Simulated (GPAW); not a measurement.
# Hf (P6/mmm) in GPAW: equation of state

Aim: energy against volume of Hf in PBEsol, for its equilibrium volume and stiffness.

Everything below comes from runs of GPAW 26.7.0. Logs are shortened: lines on timing, memory, paths and dates and some standing lists are left out, and cuts for length are marked. The log counts tension as positive stress, the text compression.

### Step 1. The crystal as given

The structure is hexagonal, space group P6/mmm (No. 191). The conventional cell has a = 4.962 Å, b = 4.962 Å, c = 3.086 Å, α = 90.00°, β = 90.00°, γ = 120.00°. Hf (site symmetry 6/mmm) has 14 Hf at 3.09 to 3.25 Å as nearest neighbours. Hf (site symmetry -6m2) has 11 Hf at 2.87 to 3.25 Å as nearest neighbours.

This isn't the form of Hf at room conditions, which is hcp.

### Step 2. Equation of state, PBEsol

Contents of run.py:

```python
from ase import Atoms
from ase.eos import EquationOfState
from ase.io import Trajectory
from ase.units import GPa
from gpaw import GPAW, PW, setup_paths

setup_paths.insert(0, '.')

atoms = Atoms(['Hf', 'Hf', 'Hf'],
              cell=[[4.962329544, 0.0, 0.0],
                    [-2.481164772, 4.297503447, 0.0],
                    [0.0, 0.0, 3.08623225]],
              scaled_positions=[[0.0, 0.0, 0.0],
                                [0.3333333333, 0.6666666667, 0.5],
                                [0.6666666667, 0.3333333333, 0.5]],
              pbc=True)

traj = Trajectory('eos.traj', 'w')
volumes, energies = [], []
for x in [0.94, 0.96, 0.98, 1.0, 1.02, 1.04, 1.06]:
    a = atoms.copy()
    a.set_cell(atoms.cell * x**(1 / 3), scale_atoms=True)
    calc = GPAW(mode=PW(600),
                xc='PBEsol',
                kpts={'size': (6, 6, 9), 'gamma': True},
                occupations={'name': 'fermi-dirac', 'width': 0.05},
                nbands=34,
                convergence={'density': 1e-05, 'energy': 1e-05},
                maxiter=150,
                txt=f'eos-{x:.2f}.txt')
    a.calc = calc
    energies.append(a.get_potential_energy(force_consistent=True))
    volumes.append(a.get_volume())
    p = -a.get_stress()[:3].mean() / GPa
    calc.write(f'eos-{x:.2f}.gpw')
    traj.write(a)
    print(f'{x:.2f} {volumes[-1]:10.4f} A^3 {energies[-1]:14.6f} eV {p:9.3f} GPa', flush=True)

v0, e0, B = EquationOfState(volumes, energies, eos='birchmurnaghan').fit()
print(f'V0 = {v0:.4f} A^3, E0 = {e0:.6f} eV, B0 = {B / GPa:.2f} GPa')
```

Potentials or basis: PAW data sets generated in the run's folder for this functional, pw.

The run is started by

```bash
gpaw-setup -f PBEsol Hf
OMP_NUM_THREADS=1 python run.py
```

Output:

```text
__  _  _
 | _ |_)|_||  |
 |__||  | ||/\| - 26.7.0

Input parameters:
  mode=PW(ecut=600.0),
  convergence={'density': 1e-05, 'energy': 1e-05},
  kpts=MonkhorstPack(size=(6, 6, 9), gamma=True),
  maxiter=150,
  nbands=34,
  occupations=Occupations(name='fermi-dirac', width=0.05),
  xc=XC(name='PBEsol')

Diagonalizing LCAO Hamiltonian
Converting LCAO to pw mode

         Hf
              Hf

       Hf

Atoms  # Å, Bohr magnetons
|   | symbol |         x |        y |        z |    initial magnetic moments |
|---|--------|-----------|----------|----------|-----------------------------|
| 0 |     Hf |  0.000000 | 0.000000 | 0.000000 | ( 0.0000,  0.0000,  0.0000) |
| 1 |     Hf | -0.000000 | 2.806516 | 1.511615 | ( 0.0000,  0.0000,  0.0000) |
| 2 |     Hf |  2.430515 | 1.403258 | 1.511615 | ( 0.0000,  0.0000,  0.0000) |

Unit cell  # Å
| periodic |         x |        y |        z |  lengths |     angles |
|----------|-----------|----------|----------|----------|------------|
|      yes |  4.861029 | 0.000000 | 0.000000 | 4.861029 |  90.000000 |
|      yes | -2.430515 | 4.209775 | 0.000000 | 4.861029 |  90.000000 |
|      yes |  0.000000 | 0.000000 | 3.023230 | 3.023230 | 120.000000 |

Number of symmetries: 24
Symmetry operations  # r_c * U_cc + t_c -> r_c
|    | kind |            matrix            |
|----|------|------------------------------|
|  0 |  σ   |  1, 1, 0,  0,-1, 0,  0, 0, 1 |
|  1 |  C2  |  1, 1, 0,  0,-1, 0,  0, 0,-1 |
|  2 |  C6  |  1, 1, 0, -1, 0, 0,  0, 0, 1 |
|  3 |  S6  |  1, 1, 0, -1, 0, 0,  0, 0,-1 |
|  4 |  E   |  1, 0, 0,  0, 1, 0,  0, 0, 1 |
|  5 |  σ   |  1, 0, 0,  0, 1, 0,  0, 0,-1 |
|  6 |  σ   |  1, 0, 0, -1,-1, 0,  0, 0, 1 |
|  7 |  C2  |  1, 0, 0, -1,-1, 0,  0, 0,-1 |
|  8 |  σ   |  0, 1, 0,  1, 0, 0,  0, 0, 1 |
|  9 |  C2  |  0, 1, 0,  1, 0, 0,  0, 0,-1 |
| 10 |  C3  |  0, 1, 0, -1,-1, 0,  0, 0, 1 |
| 11 |  S3  |  0, 1, 0, -1,-1, 0,  0, 0,-1 |
| 12 |  C6  |  0,-1, 0,  1, 1, 0,  0, 0, 1 |
| 13 |  S6  |  0,-1, 0,  1, 1, 0,  0, 0,-1 |
| 14 |  σ   |  0,-1, 0, -1, 0, 0,  0, 0, 1 |
| 15 |  C2  |  0,-1, 0, -1, 0, 0,  0, 0,-1 |
| 16 |  σ   | -1, 0, 0,  1, 1, 0,  0, 0, 1 |
| 17 |  C2  | -1, 0, 0,  1, 1, 0,  0, 0,-1 |
| 18 |  C2  | -1, 0, 0,  0,-1, 0,  0, 0, 1 |
| 19 |  i   | -1, 0, 0,  0,-1, 0,  0, 0,-1 |
| 20 |  C3  | -1,-1, 0,  1, 0, 0,  0, 0, 1 |
| 21 |  S3  | -1,-1, 0,  1, 0, 0,  0, 0,-1 |
| 22 |  σ   | -1,-1, 0,  0, 1, 0,  0, 0, 1 |
| 23 |  C2  | -1,-1, 0,  0, 1, 0,  0, 0,-1 |

BZ-sampling:
  Number of BZ points: 324
  Number of IBZ points: 35

  Monkhorst-Pack size: [6, 6, 9]
  Monkhorst-Pack shift: [0.08333333333333333, 0.08333333333333333, 0.0]

K-points  # in reciprocal-cell coordinates
|     |                                coordinates |     weight |
|-----|--------------------------------------------|------------|
|   0 | (  0.00000000,   0.00000000,   0.00000000) | 0.00308642 |
|   1 | (  0.00000000,   0.00000000,   0.11111111) | 0.00617284 |
|   2 | (  0.00000000,   0.00000000,   0.22222222) | 0.00617284 |
|   3 | (  0.00000000,   0.00000000,   0.33333333) | 0.00617284 |
|   4 | (  0.00000000,   0.00000000,   0.44444444) | 0.00617284 |
|   5 | (  0.16666667,   0.00000000,   0.00000000) | 0.01851852 |
|   6 | (  0.16666667,   0.00000000,   0.11111111) | 0.03703704 |
|   7 | (  0.16666667,   0.00000000,   0.22222222) | 0.03703704 |
|   8 | (  0.16666667,   0.00000000,   0.33333333) | 0.03703704 |
|   9 | (  0.16666667,   0.00000000,   0.44444444) | 0.03703704 |
| ... |                                            |            |
|  34 | (  0.50000000,   0.50000000,   0.44444444) | 0.01851852 |

Plane wave coefficients: 2088
Cutoff: 600.0 eV

Spin-components: 1 (collinear spins)
Bands:           34
Projectors:      18
Spin-degeneracy: 2
Datatype:        complex128

Parallelization:
  kpt:    1
  domain: 1
  band:   1

Density:
  Valence electrons: 36.0
  Components: 1
  Grid points: [28 28 18]
  Charge: 0.0  # |e|

Potential:
  Grid points: [28 28 18]

species:
  Hf:
    name:    Hafnium
    Z:       72.0
    valence: 12
    core:    60
    charge:  0.0  # [|e|]
    compensation charges:
      type: gauss
      rc: 0.41  # [Å]
      lmax: 2
    cutoffs:
      filter: 2.36  # [Å]
      core: 4.02  # [Å]
    projectors
    | kind |    occ | energy [eV] | rcut [Å] |
    |------|--------|-------------|----------|
    |   5s |  2.000 |     -66.855 |    1.397 |
    |   6s |  2.000 |      -5.120 |    1.397 |
    |   5p |  6.000 |     -35.615 |    1.307 |
    |   6p |  0.000 |      -1.375 |    1.307 |
    |   5d |  2.000 |      -2.724 |    1.334 |
    |    d |        |      24.487 |    1.334 |

    Using partial waves for Hf as LCAO basis

Reference energy: -1229287.125952  # eV

eigensolver:
  PPCG
  Converge bands: occupied
  niter=2

density mixing:
  MSR1-Mixer
  Pratt-step length: 0.05
  Maximum mixing coefficient: 0.75
  Old densities: 10
  SVD Regularization: 0.005
  Good broyden scale: 1.0
  Trust region scale: 1.0
  Backstep threshold: 4.0
  History deletion threshold: 6.0
  Fourier metric: weight=20.0, sigma=0.015

occupation numbers:
  Fermi-Dirac:
    width: 0.0500  # eV

poisson solver:
  ecut: 4800.0  # eV

xc functional:
  name: PBEsol with 2 nearest neighbor stencil

convergence criteria:
- Maximum integral of absolute [dens]ity change: 1e-05 electrons / valence electron
- Maximum [total energy] change in last 3 cyles: 1e-05 eV / valence electron
- Maximum integral of absolute [eigenst]ate change: 4e-08 eV^2 / valence electron
maximum number of iterations: 150

SCF iterations
|iter     | |      energy | eigst |  dens |
|---------|-|-------------|-------|-------|
|iter:   1| |  -24.411479 | -0.07 |       |
|iter:   2| |  -24.354756 | -2.73 | -1.32 |
|iter:   3| |  -24.118886 | -1.51 | -1.35 |
|iter:   4| |  -24.205820 | -2.20 | -1.75 |
|iter:   5| |  -24.075022 | -2.67 | -1.56 |
|iter:   6| |  -24.080247 | -3.87 | -2.31 |
|iter:   7| |  -24.079980 | -5.06 | -2.95 |
|iter:   8| |  -24.079983c| -7.21 | -3.96 |
|iter:   9| |  -24.079984c| -8.17c| -4.45 |
|iter:  10| |  -24.079984c| -9.34c| -5.51c|

Converged in 10 steps
Energy contributions relative to reference atoms: (reference = -1229287.125952)

Energy contributions:
  Kinetic:          31.400440
  Coulomb:         -27.069215
  Zero:             -1.501883
  External:          0.000000
  Xc:              -26.897638
  Entropy:          -0.023375
  Spinorbit:         0.000000
  ----------------------------
  Free energy:     -24.091671
  Extrapolated:    -24.079984

dipole moment: (-8.835317, -15.303218, -10.989935)  # |e|*Ang

Fermi level: 10.608
Eigenvalues  # (at kpt = [0.000, 0.000, 0.000])
| band index |      eig [eV] | occ [0-2] |
|------------|---------------|-----------|
|          0 |       -50.937 |     2.000 |
|        ... |               |           |
|         11 |       -19.049 |     2.000 |
|         12 |         3.208 |     2.000 |
|         13 |         7.883 |     2.000 |
|         14 |         9.985 |     2.000 |
|         15 |         9.985 |     2.000 |
|         16 |         9.998 |     2.000 |
[... 8 lines left out ...]
|         25 |        13.648 |     0.000 |
|         26 |        17.849 |     0.000 |
|        ... |               |           |
|         33 |        21.742 |     0.000 |

No gap
No difference between direct/indirect transitions

Stress tensor  # eV/Ang^3
|         x |         y |         z |
|-----------|-----------|-----------|
| -0.031810 |  0.000000 |  0.000000 |
|  0.000000 | -0.031810 |  0.000000 |
|  0.000000 |  0.000000 | -0.034869 |

# Writing to eos-0.94.gpw (mode='')
```

stdout:

```text
0.94    61.8669 A^3     -24.091671 eV     5.260 GPa
0.96    63.1832 A^3     -24.123584 eV     2.547 GPa
0.98    64.4995 A^3     -24.134195 eV     0.071 GPa
1.00    65.8158 A^3     -24.125350 eV    -2.192 GPa
1.02    67.1322 A^3     -24.098732 eV    -4.259 GPa
1.04    68.4485 A^3     -24.055882 eV    -6.146 GPa
1.06    69.7648 A^3     -23.998226 eV    -7.866 GPa
V0 = 64.5391 A^3, E0 = -24.134203 eV, B0 = 115.71 GPa
```

eos-0.96.txt:

```text
SCF iterations
|iter     | |      energy | eigst |  dens |
|---------|-|-------------|-------|-------|
|iter:   1| |  -24.460870 | -0.08 |       |
|iter:   2| |  -24.401716 | -2.72 | -1.31 |
|iter:   3| |  -24.152023 | -1.49 | -1.34 |
|iter:   4| |  -24.245704 | -2.19 | -1.74 |
|iter:   5| |  -24.106927 | -2.65 | -1.55 |
[... 43 lines left out ...]
|         25 |        13.343 |     0.000 |
|         26 |        17.417 |     0.000 |
|        ... |               |           |
|         33 |        21.244 |     0.000 |

No gap
No difference between direct/indirect transitions

Stress tensor  # eV/Ang^3
|         x |         y |         z |
|-----------|-----------|-----------|
| -0.015058 |  0.000000 |  0.000000 |
|  0.000000 | -0.015058 |  0.000000 |
|  0.000000 |  0.000000 | -0.017571 |

# Writing to eos-0.96.gpw (mode='')
```

Wall time 6.8 min (1 thread of Arm Neoverse V1, shared host); peak memory 0.4 GiB.

Results:

- Equilibrium volume: 21.51 Å³/atom
- Bulk modulus at fixed shape and positions: 116 GPa
- Pressure derivative of the bulk modulus: 3.5

Energy against volume, from the lowest point:
```tsv
volume (Å³/atom)	energy (meV/atom)
20.622	14.17
21.061	3.54
21.500	0.00
21.939	2.95
22.377	11.82
22.816	26.10
23.255	45.32
```

Caveat: the cell was scaled at fixed shape and fractional positions, which overstates the stiffness of a crystal with free parameters, most of all of layers and chains.
